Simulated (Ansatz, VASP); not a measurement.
# Two plane-wave programs on Pb

```
Pb
1.0
     0.00000    2.46980    2.46980
     2.46980    0.00000    2.46980
     2.46980    2.46980    0.00000
Pb
1
Direct
  0.00000 0.00000 0.00000
```

Alike in both runs: task relaxation of cell and atoms; functional PBE; dispersion D3(BJ); k mesh 14 × 14 × 14; occupations gaussian, width 0.1 eV; no spin polarisation.

|  | VASP | Ansatz |
| --- | --- | --- |
| version | VASP 6.6.1 | Ansatz 0.2.0 |
| potentials or method | VASP PAW PBE potentials, release 64 (Pb_d) | scalar-relativistic, plane waves, PAW |
| plane-wave cutoff (eV) | 600 | 420 |
| valence electrons in the cell | 14 | 14 |

```csv
,VASP,Ansatz,Ansatz less VASP
"gap on the k mesh at the Fermi level, each at its own relaxed structure (eV)",none,none,-
relaxed volume (Å³/atom),30.48,30.50,+0.024
relaxed cell length with the largest relative difference (Å),3.506,3.507,+0.0009
```

A gap of «none» marks a metal or a gap that the smearing closes. Ansatz warned: «relaxed_geometry_near_dispersion_switch».

Caveats: pairwise dispersion overbinds metals, which lowers pressure and volume. The runs have no spin-orbit coupling, so splittings on Pb are missing. Zero-point motion and thermal expansion aren't in these numbers.
